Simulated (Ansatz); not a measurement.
Start from InN in the wurtzite structure (space group P6_3mc, No. 186).

```yaml
crystal:
  lattice:
    - [3.53734, 0.00000, 0.00000]
    - [-1.76867, 3.06343, 0.00000]
    - [0.00000, 0.00000, 5.71395]
  atoms:
    - { symbol: In, position: [0.66667, 0.33333, 0.00204] }
    - { symbol: In, position: [0.33333, 0.66667, 0.50204] }
    - { symbol: N, position: [0.66667, 0.33333, 0.62316] }
    - { symbol: N, position: [0.33333, 0.66667, 0.12316] }
```

Cartesian axes are those of the cell as printed.

The values are results of PBEsol in Ansatz (plane waves to 420 eV, PAW, no SOC), earlier PAW set, not measurements.

Before the change:

| Quantity | Result |
|---|---|
| Volume per atom | 15.48 Å³ |
| Band gap | zero |

It is then changed as follows: uniaxial stress, 8 GPa tension along z, with the cell and atoms free to relax against it.

Problem. How does this affect the volume per atom, energy relative to the base and band gap?

Solution. The volume per atom increases by 0.32 Å³ (15.48 Å³ → 15.80 Å³); the energy goes up by 16 meV/atom; the band gap stays zero.

A case with no gap was solved on a k-mesh chosen for an insulator, which is coarse for it. Load acts through the strain it causes; cell and atoms are relaxed under it. Stability under load was not tested beyond the relaxation. The final runs are not spin-polarised. The zero or small gap of InN can change with the level of theory.

Ansatz is a first-principles code.
